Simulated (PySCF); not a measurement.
Several molecules and their computed UV-vis stick spectra, shuffled. Level of theory: TDDFT CAM-B3LYP/def2-SVPD, vertical, gas phase, core orbitals frozen in the response in PySCF 2.14.0, density-fitted response routines. Geometries: GFN2-xTB; one conformer of each isolated species. Triplets are in the Tamm–Dancoff approximation.

A. `N#CCC#N`
B. `C1=C(C[SiH3])[SiH2]C=C1`
C. `C1[SiH2]C=C([SiH2]C=1)C`

Lowest singlet levels (six at most, fewer where fewer were computed) with oscillator strengths:

1. 304 nm (f 0.116); 221 nm (f 0.000); 214 nm (f 0.000); 208 nm (f 0.003); 195 nm (f 0.002); 191 nm (f 0.001); T1 2.47 eV
2. 160 nm (f 0.001); 157 nm (f 0.000); 152 nm (f 0.004); 151 nm (f 0.000); 151 nm (f 0.004); 150 nm (f 0.002); T1 6.48 eV
3. 214 nm (f 0.000); 204 nm (f 0.003); 195 nm (f 0.023); 189 nm (f 0.088); 177 nm (f 0.309); 176 nm (f 0.000); T1 4.12 eV

Question: Which spectrum belongs to which structure?

Answer: 1 = B, 2 = A, 3 = C.
- A: S1 at 7.73 eV, HOMO→LUMO+1 (47%), HOMO→LUMO (23%), HOMO-3→LUMO+4 (10%); Löwdin shares by element: HOMO nitrogen 48%, carbon 35% or more (atoms not listed hold the other 18%); LUMO carbon 61%, hydrogen 14% or more (atoms not listed hold the other 25%); HOMO -11.62 and LUMO 0.41 eV; point group C2v, 2 of its 6 listed states under f = 0.0005.
- B: S1 at 4.08 eV, HOMO→LUMO (98%); Löwdin shares by element: HOMO carbon 77% or more (atoms not listed hold the other 23%); LUMO carbon 69% or more (atoms not listed hold the other 31%); HOMO -7.45 and LUMO -0.30 eV.
- C: S1 at 5.79 eV, HOMO-1→LUMO (85%); Löwdin shares by element: HOMO carbon 65% or more, silicon 8% or more (atoms not listed hold the other 28%); LUMO carbon 51% or more, silicon 18% (atoms not listed hold the other 32%); HOMO -8.82 and LUMO 0.43 eV; point group Cs, 2 of its 6 listed states under f = 0.0005.
